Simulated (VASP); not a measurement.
This VASP 6.6.1 run on Hg needs a look.

File run.py:

```python
from ase.calculators.vasp import Vasp
from ase.dft.bandgap import bandgap
from ase.io import read

atoms = read('Hg.cif')
calc = Vasp(
    directory='calc',
    xc='pbe',
    pp='PBE',
    setups='recommended',
    prec='Accurate',
    ediff=1e-06,
    ismear=-1,
    sigma=0.05,
    lreal=False,
    lasph=True,
    nelm=91,
    algo='Normal',
    isif=2,
    lwave=False,
    lcharg=True,
    lnoncollinear=True,
    lorbit=11,
    lsorbit=True,
    gga_compat=False,
    ivdw=2,
    encutt=520,
    kpts=[7, 7, 7],
    gamma=True,
    nbands=23,
)
atoms.calc = calc

print('energy (eV):', atoms.get_potential_energy())
print('free energy (eV):', atoms.get_potential_energy(force_consistent=True))
efermi = calc.get_fermi_level()
print('Fermi level (eV):', efermi)
path = atoms.cell.bandpath(npoints=40, eps=1e-4)
print('path:', path.path)
calc.set(kpts=path.kpts, reciprocal=True, icharg=11, isym=0, lcharg=False)
calc.calculate(atoms)
print('gap on the path (eV):', bandgap(calc, efermi=efermi)[0])
print('direct gap on the path (eV):', bandgap(calc, efermi=efermi, direct=True)[0])
```

Hg.cif

```cif
data_Hg
_cell_length_a 3.27392326
_cell_length_b 3.27392326
_cell_length_c 3.27392326
_cell_angle_alpha 110.04737069
_cell_angle_beta 110.04737069
_cell_angle_gamma 108.32496550
_space_group_name_H-M_alt 'P1'
_space_group_name_Hall 'P 1'
_space_group_IT_number 1
loop_
_space_group_symop_operation_xyz
'x,y,z'
loop_
_atom_site_label
_atom_site_type_symbol
_atom_site_symmetry_multiplicity
_atom_site_Wyckoff_symbol
_atom_site_fract_x
_atom_site_fract_y
_atom_site_fract_z
_atom_site_occupancy
Hg1 Hg 1 a 0.5000000000 0.5000000000 0.0000000000 1
```

Potentials or basis: VASP PAW PBE potentials, release 64 (Hg).

Run with:

```bash
$ python run.py
```

Output:

```text
energy (eV): -0.6479363
free energy (eV): -0.65017835
Fermi level (eV): 1.49068825
path: GXYSGZS1NPY1Z,XP
[... 3 lines left out ...]
```

OUTCAR:

```text
EDIFF = 1.00e-06
[... 858 lines left out ...]

# of ion       s       p       d       tot
------------------------------------------
    1       -0.000  -0.000   0.000   0.000
```

Question: Diagnose the run.

Answer: The run converged. The input holds a flaw that was put in on purpose: misspelt tag (ENCUT = left out; ENCUTT = 520). The program doesn't stop on it, so the numbers can't be trusted though the run ends normally.
